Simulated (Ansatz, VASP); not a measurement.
# Ga: VASP beside Ansatz

File INCAR:

```
PREC = Accurate ; ENCUT = 520
EDIFF = 1E-7 ; ISMEAR = -1
SIGMA = 0.1 ; LREAL = False
LASPH = True ; NELM = 100
ALGO = Normal ; ISIF = 2
LWAVE = False ; LCHARG = False
GGA = RE ; NBANDS = 34
```

Contents of KPOINTS:

```
Automatic mesh
0
Gamma
  13 13 4
```

File POSCAR:

```
Ga
1.0
    3.0604138064      0.0000000000      0.0000000000
   -1.5302069032      2.6503961024      0.0000000000
    0.0000000000      0.0000000000      9.9938377182
Ga
4
Direct
    1.0000000000      1.0000000000      0.0000000000
    0.0000000000      0.0000000000      0.5000000000
    0.3333333333      0.6666666667      0.2500000000
    0.6666666667      0.3333333333      0.7500000000
```

Input for Ansatz:

```yaml
crystal:
  lattice:
    - [3.0604138064, 0.0, 0.0]
    - [-1.5302069032, 2.6503961024, 0.0]
    - [0.0, 0.0, 9.9938377182]
  atoms:
    - { symbol: Ga, position: [1.0, 1.0, 0.0] }
    - { symbol: Ga, position: [0.0, 0.0, 0.5] }
    - { symbol: Ga, position: [0.3333333333, 0.6666666667, 0.25] }
    - { symbol: Ga, position: [0.6666666667, 0.3333333333, 0.75] }
hamiltonian:
  xc: revpbe
  pseudopotentials:
    kind: paw
    azcp:
      Ga: "pseudopotentials/Ga.paw.azcp"
basis:
  ecutwfc: 420
  fft_grid_basis: typed
kpoints:
  mp_grid: { grid: [13, 13, 4], shift: [0, 0, 0] }
magnetization:
  spin_polarized: false
scf:
  occupations: { method: fermi_dirac, width: 0.1 }
  lower_state_search: "off"
output:
  stress: true
  write_density: true
  write_potential: true
  elf: true
  volumetric_format: npy
```

Alike in both runs: task single point; functional revPBE; k mesh 13 × 13 × 4; occupations fermi-dirac, width 0.1 eV; no spin polarisation.

```csv
,VASP,Ansatz
version,VASP 6.6.1,Ansatz 0.2.0
potentials or method,"VASP PAW PBE potentials, release 64 (Ga_d)","plane waves (420 eV) with PAW, scalar-relativistic"
plane-wave cutoff (eV),520,420
valence electrons in the cell,52,52
```

```tsv
	VASP	Ansatz	Ansatz less VASP
pressure (GPa)	-1.5	-1.5	-0.05
largest component of the traceless stress (GPa)	0.13	0.13	+0.002
```

With one functional, cell and mesh, what is left measures potentials, basis and numerics.

Caveats: the PAW data sets were made with another functional, which shifts forces and pressure a little (VASP).
